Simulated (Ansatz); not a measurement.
Runs of Ansatz 0.2.0 on InAs. Symmetry: F-43m, No. 216, cubic system. The conventional cell has a = 6.036 Å, b = 6.036 Å, c = 6.036 Å, α = 90.00°, β = 90.00°, γ = 90.00°. Around In (site symmetry -43m) lie 4 As at 2.61 Å. Around As (site symmetry -43m) lie 4 In at 2.61 Å. 

| screening (1/Å) | gap on the mesh (eV) | pressure (GPa) |
| --- | --- | --- |
| 0.4 | (d) | 3.0 |
| 0.2 | (b) | 2.4 |
| 0.15 | 0.75 | 2.3 |
| 0.6 | (a) | 3.7 |
| 0.1 | 0.90 | 2.2 |
| 0.3 | 0.46 | (c) |

Alike in all rows: task single point; level HSE06 form with a typed share of exact exchange; potentials or basis Ansatz PAW; no spin polarisation; cell as given; k mesh 4 × 4 × 4; cutoff (eV) 420; smearing fermi-dirac 0.05 eV; the mesh is coarse, so values aren't converged.

Estimate the missing entries.

(a) 0.14; (b) 0.63; (c) 2.7; (d) 0.33.

Caveats: all runs use coarse meshes; spin-orbit coupling is left out, which moves the levels of the heavy elements; the PAW data sets come from PBE, with cores solved anew for the run's functional, which leaves a small shift of forces and pressure; the thresholds are loose for stress.

A k mesh can miss the band edges, and the runs leave out spin-orbit coupling on As, In.
